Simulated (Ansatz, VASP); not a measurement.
# WS2: VASP beside Ansatz

```
W S
1.0
     3.14049    0.00000    0.00000
    -1.57025    2.71974    0.00000
     0.00000    0.00000   16.72149
W S
1 2
Direct
  0.00000 0.00000 0.00000
  0.33333 0.66667 0.09200
  0.33333 0.66667 0.90800
```

Change from the starting cell: volume scaled by 0.96.

Alike in both runs: task single point; functional PBEsol; k mesh 10 × 10 × 2; occupations fermi-dirac, width 0.05 eV; no spin polarisation.

|  | VASP | Ansatz |
| --- | --- | --- |
| version | VASP 6.6.1 | Ansatz 0.2.0 |
| potentials or method | VASP PAW PBE potentials, release 64 (W_sv, S) | Ansatz PAW |
| plane-wave cutoff (eV) | 520 | 420 |
| valence electrons in the cell | 26 | 26 |

```csv
,VASP,Ansatz,Ansatz less VASP
gap on the k mesh at the Fermi level (eV),2.12,2.10,-0.014
least direct gap on the mesh (eV),2.27,2.27,-0.005
rms of the force components (eV/Å),0.315,0.304,-0.0110
```

Atom by atom the forces differ by 0.011 eV/Å (rms over components). With one functional, cell and mesh, what is left measures potentials, basis and numerics.

Caveats: spin-orbit coupling is left out, which moves the levels of the heavy elements; the PAW data sets were made with another functional, which shifts forces and pressure a little (VASP); the PAW data sets come from PBE, with cores solved anew for the run's functional, which leaves a small shift of forces and pressure (Ansatz).
